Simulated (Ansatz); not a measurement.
Eigenvalues along a path: Zn (diamond type)

```
CELL_PARAMETERS angstrom
0.00000 2.14789 2.14789
2.14789 0.00000 2.14789
2.14789 2.14789 0.00000
ATOMIC_POSITIONS crystal
Zn 0.87500 0.87500 0.87500
Zn 0.12500 0.12500 0.12500
```

The cell comes from a relaxation on PAW files under the same functional, begun from a prototype that needn't be the stable phase.

All numbers are PBE results (scalar-relativistic) from Ansatz 0.2.0, with a Γ-centred 12×12×12 k mesh, Fermi–Dirac smearing of 0.05 eV, no spin polarisation. Methods: LAPW: all electrons, basis error target 1 meV/atom.

This run: volume at 0.4 of the series' base cell.

Path points, in fractions of the reciprocal vectors: Γ (0.000, 0.000, 0.000), X (0.500, 0.000, 0.500), U (0.625, 0.250, 0.625), K (0.375, 0.375, 0.750), L (0.500, 0.500, 0.500), W (0.500, 0.250, 0.750). The distance column jumps between branches of the path. Levels in eV from the Fermi level; bands 9 to 22, counted from the lowest band of the run. The gap is zero, the pressure 235.4 GPa.

```
# k(1/Å) point b9 b10 b11 b12 b13 b14 b15 b16 b17 b18 b19 b20 b21 b22
0.000 Γ -14.22 -11.71 -11.71 -11.59 -11.59 -11.59 -9.33 -9.33 -9.33 -8.05 -8.05 11.33 11.33 11.33
0.183 - -14.08 -11.88 -11.67 -11.58 -11.58 -11.40 -9.44 -9.30 -9.30 -8.08 -8.02 9.41 9.41 10.82
0.366 - -13.69 -12.08 -11.58 -11.58 -11.57 -11.14 -9.74 -9.21 -9.21 -8.18 -7.95 7.49 7.49 9.73
0.548 - -13.05 -12.24 -11.57 -11.57 -11.39 -10.88 -10.14 -9.04 -9.04 -8.34 -7.87 5.74 5.74 8.14
0.731 - -12.37 -12.22 -11.58 -11.58 -11.15 -10.62 -10.57 -8.82 -8.82 -8.56 -7.77 4.20 4.20 5.66
0.914 - -12.43 -11.59 -11.59 -11.41 -10.89 -10.86 -10.36 -8.82 -8.56 -8.56 -7.56 2.89 2.89 2.94
1.097 - -12.42 -11.60 -11.60 -11.54 -10.54 -10.35 -10.12 -9.13 -8.30 -8.30 -7.01 0.34 1.88 1.88
1.280 - -12.32 -11.87 -11.62 -11.62 -10.19 -9.93 -9.92 -9.47 -8.10 -8.10 -5.87 -2.05 1.23 1.23
1.463 X -12.14 -12.14 -11.62 -11.62 -9.84 -9.84 -9.83 -9.83 -8.02 -8.02 -4.16 -4.16 1.00 1.00
1.527 - -12.16 -12.14 -11.62 -11.59 -9.85 -9.84 -9.83 -9.83 -8.02 -8.01 -4.15 -4.14 0.86 1.03
1.592 - -12.20 -12.13 -11.63 -11.53 -9.88 -9.85 -9.83 -9.83 -8.02 -7.99 -4.12 -4.10 0.48 1.10
1.657 - -12.25 -12.10 -11.64 -11.43 -9.94 -9.88 -9.83 -9.83 -8.01 -7.95 -4.07 -4.03 -0.07 1.23
1.721 - -12.30 -12.08 -11.66 -11.33 -10.01 -9.91 -9.84 -9.82 -8.00 -7.90 -3.99 -3.93 -0.72 1.40
1.786 - -12.35 -12.04 -11.68 -11.21 -10.10 -9.96 -9.84 -9.81 -7.99 -7.86 -3.89 -3.81 -1.41 1.62
1.850 - -12.38 -12.00 -11.70 -11.10 -10.20 -10.01 -9.85 -9.79 -7.97 -7.82 -3.75 -3.68 -2.11 1.88
1.915 - -12.40 -11.95 -11.73 -11.00 -10.30 -10.06 -9.85 -9.76 -7.96 -7.79 -3.59 -3.58 -2.73 2.18
1.980 U -12.42 -11.90 -11.77 -10.90 -10.41 -10.12 -9.85 -9.73 -7.94 -7.78 -3.86 -3.37 -2.96 2.52
2.875 K -12.42 -11.90 -11.77 -10.90 -10.41 -10.12 -9.85 -9.73 -7.94 -7.78 -3.86 -3.37 -2.96 2.52
3.069 - -12.39 -11.89 -11.73 -10.73 -10.73 -10.29 -9.85 -9.56 -7.90 -7.85 -5.76 -2.50 -2.21 3.74
3.263 - -12.29 -12.01 -11.57 -11.04 -10.74 -10.45 -9.82 -9.36 -8.08 -7.87 -7.44 -1.27 -1.02 5.21
3.457 - -12.19 -12.10 -11.49 -11.24 -10.99 -10.61 -9.76 -9.43 -8.38 -8.35 -7.86 0.30 0.49 6.86
3.651 - -12.33 -12.13 -11.60 -11.43 -11.26 -10.79 -9.69 -9.67 -8.71 -8.38 -7.88 2.15 2.28 8.60
3.845 - -12.97 -12.11 -11.72 -11.57 -11.28 -10.98 -9.68 -9.56 -8.99 -8.24 -7.92 4.26 4.34 10.19
4.039 - -13.63 -12.01 -11.78 -11.58 -11.37 -11.19 -9.54 -9.45 -9.18 -8.13 -7.98 6.58 6.62 11.12
4.233 - -14.07 -11.86 -11.76 -11.58 -11.50 -11.42 -9.39 -9.37 -9.30 -8.07 -8.03 9.04 9.07 11.33
4.427 Γ -14.22 -11.71 -11.71 -11.59 -11.59 -11.59 -9.33 -9.33 -9.33 -8.05 -8.05 11.33 11.33 11.33
4.585 - -14.12 -11.79 -11.79 -11.58 -11.49 -11.49 -9.36 -9.34 -9.34 -8.05 -8.05 9.09 10.46 10.46
4.743 - -13.82 -11.88 -11.88 -11.56 -11.35 -11.35 -9.43 -9.35 -9.35 -8.05 -8.05 6.54 9.56 9.56
4.902 - -13.36 -11.93 -11.93 -11.51 -11.23 -11.23 -9.52 -9.35 -9.35 -8.05 -8.05 4.05 8.78 8.78
5.060 - -12.79 -11.94 -11.94 -11.42 -11.18 -11.18 -9.59 -9.31 -9.31 -8.07 -8.07 1.68 8.14 8.14
5.218 - -12.24 -11.90 -11.90 -11.26 -11.19 -11.19 -9.50 -9.22 -9.22 -8.10 -8.10 -0.54 7.62 7.62
5.377 - -11.87 -11.83 -11.83 -11.27 -11.27 -11.13 -9.10 -9.10 -9.01 -8.14 -8.14 -2.57 7.25 7.25
5.535 - -11.73 -11.73 -11.65 -11.38 -11.38 -11.14 -9.00 -9.00 -8.19 -8.19 -8.09 -4.34 7.03 7.03
5.693 L -11.66 -11.66 -11.57 -11.45 -11.45 -11.18 -8.96 -8.96 -8.21 -8.21 -7.38 -5.31 6.95 6.95
5.823 - -11.81 -11.72 -11.51 -11.42 -11.35 -11.13 -9.03 -8.99 -8.19 -8.19 -7.25 -5.30 6.39 6.63
5.952 - -11.97 -11.83 -11.47 -11.34 -11.14 -11.01 -9.19 -9.09 -8.14 -8.13 -6.90 -5.26 5.15 5.71
6.081 - -12.12 -11.95 -11.43 -11.22 -10.91 -10.88 -9.39 -9.21 -8.08 -8.05 -6.39 -5.18 3.68 4.44
6.211 - -12.23 -12.06 -11.38 -11.08 -10.78 -10.69 -9.59 -9.35 -8.01 -7.97 -5.75 -5.02 2.20 3.07
6.340 - -12.30 -12.16 -11.30 -10.93 -10.74 -10.47 -9.79 -9.47 -7.94 -7.88 -4.99 -4.75 0.78 1.70
6.469 - -12.35 -12.24 -11.21 -10.81 -10.73 -10.30 -9.95 -9.58 -7.87 -7.82 -4.31 -4.14 -0.53 0.39
6.598 - -12.36 -12.30 -11.10 -10.88 -10.58 -10.27 -9.96 -9.70 -7.82 -7.78 -3.68 -3.22 -1.66 -0.83
6.728 W -12.34 -12.34 -10.99 -10.99 -10.41 -10.41 -9.84 -9.84 -7.79 -7.79 -2.96 -2.96 -1.88 -1.88
6.819 - -12.34 -12.34 -11.02 -11.02 -10.38 -10.38 -9.84 -9.84 -7.79 -7.79 -3.08 -3.08 -1.71 -1.71
6.911 - -12.32 -12.32 -11.11 -11.11 -10.29 -10.29 -9.83 -9.83 -7.82 -7.82 -3.32 -3.32 -1.33 -1.33
7.002 - -12.30 -12.30 -11.22 -11.22 -10.19 -10.19 -9.83 -9.83 -7.85 -7.85 -3.56 -3.56 -0.86 -0.86
7.093 - -12.27 -12.27 -11.33 -11.33 -10.08 -10.08 -9.83 -9.83 -7.89 -7.89 -3.77 -3.77 -0.36 -0.36
7.185 - -12.23 -12.23 -11.44 -11.44 -9.98 -9.98 -9.83 -9.83 -7.94 -7.94 -3.94 -3.94 0.14 0.14
7.276 - -12.19 -12.19 -11.53 -11.53 -9.90 -9.90 -9.83 -9.83 -7.98 -7.98 -4.06 -4.06 0.57 0.57
7.368 - -12.15 -12.15 -11.60 -11.60 -9.85 -9.85 -9.83 -9.83 -8.01 -8.01 -4.13 -4.13 0.89 0.89
7.459 X -12.14 -12.14 -11.62 -11.62 -9.84 -9.84 -9.83 -9.83 -8.02 -8.02 -4.16 -4.16 1.00 1.00
```
